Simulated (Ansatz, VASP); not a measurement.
## SnO2: VASP beside Ansatz

```
CELL_PARAMETERS angstrom
1.61709 0.93363 4.80059
-1.61709 0.93363 4.80059
0.00000 -1.86726 4.80059
ATOMIC_POSITIONS crystal
Sn 0.50000 0.50000 0.50000
O 0.76283 0.76283 0.76283
O 0.23717 0.23717 0.23717
```

Measurements of this composition are mostly on another form, of space group No. 136.

Alike in both runs: task relaxation of cell and atoms; functional PBE; k mesh 10 × 10 × 10; occupations fermi-dirac, width 0.05 eV; no spin polarisation.

|  | VASP | Ansatz |
| --- | --- | --- |
| version | VASP 6.6.1 | Ansatz 0.2.0 |
| potentials or method | VASP PAW PBE potentials, release 64 (Sn_d, O) | Ansatz PAW |
| plane-wave cutoff (eV) | 600 | 420 |
| valence electrons in the cell | 26 | 26 |

Ansatz gave:

```
gap on the k mesh at the Fermi level, each at its own relaxed structure (eV) : 1.99
relaxed volume (Å³/atom)                                                     : 14.72
relaxed cell length with the largest relative difference (Å)                 : 5.219
```

Task: What did VASP give for the same quantities?

Result: gap on the k mesh at the Fermi level, each at its own relaxed structure (eV): 1.89; relaxed volume (Å³/atom): 14.48; relaxed cell length with the largest relative difference (Å): 5.132.

Caveats: spin-orbit coupling is left out, which moves the levels of the heavy elements; the plane-wave basis is chosen anew once the cell has moved, so the energies of steps on either side of that aren't comparable (Ansatz); the pressure holds a Pulay correction of +0.7 GPa for the finite cutoff (Ansatz). A k mesh can miss the band edges.
